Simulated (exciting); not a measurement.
Write the native input for exciting (release sodium) that does the following.

- Task: single point
- Functional: PBE
- Potentials or basis: all-electron LAPW+lo, shipped species files, valence relativity iora*
- rgkmax: 9
- k mesh: 12 × 12 × 12
- Occupations: gaussian, width 0.1 eV
- Spin: no spin polarisation
- outputlevel: normal
- gmaxvr (cutoff of density and potential): 14 1/bohr
- lmaxapw (and lmaxmat): 10
- lmaxvr: 8
- nempty: 12
- Valence relativity: iora*
- epsengy: 1e-05 Ha
- epspot: 1e-05 Ha
- maxscl: 60
- Muffin-tin radii: Rh 2.3 bohr

Crystal: Rh.

```
CELL_PARAMETERS angstrom
0.00000 1.89785 1.89785
1.89785 0.00000 1.89785
1.89785 1.89785 0.00000
ATOMIC_POSITIONS crystal
Rh 0.00000 0.00000 0.00000
```

The input as run:

input.xml

```xml
<input>
  <title>Rh</title>
  <structure speciespath="./" tshift="false">
    <crystal scale="1">
      <basevect>0.000000000000 3.586416725621 3.586416725621</basevect>
      <basevect>3.586416725621 0.000000000000 3.586416725621</basevect>
      <basevect>3.586416725621 3.586416725621 0.000000000000</basevect>
    </crystal>
    <species speciesfile="Rh.xml" rmt="2.3">
      <atom coord="0.000000000000 0.000000000000 0.000000000000"/>
    </species>
  </structure>
  <groundstate do="fromscratch" ngridk="12 12 12" rgkmax="9" gmaxvr="14" lmaxapw="10" lmaxmat="10" lmaxvr="8" xctype="GGA_PBE" stype="Gaussian" swidth="0.00367493" nempty="12" ValenceRelativity="iora*" epsengy="1e-05" epspot="1e-05" maxscl="60" tforce="true" outputlevel="normal"/>
</input>
```

Potentials or basis: all-electron LAPW+lo, shipped species files, valence relativity iora*.

Run with:

```sh
$ OMP_NUM_THREADS=1 exciting_smp
```

Results of the run:

| Property | Result |
| --- | --- |
| Band gap on the k mesh | none (metal or under the smearing width) |
| All electrons inside the program's atomic spheres | Rh 43.20 (radii Rh 2.3 bohr) |
| Density of states at the Fermi level | 0.94 states/eV per cell |

Caveat: the log's total energy holds no entropy term; the free energy is that total less TS from the occupations.

It took 19 s on 1 thread of Intel(R) Xeon(R) Platinum 8488C (Sapphire Rapids) (shared host), peak memory 0.1 GiB.
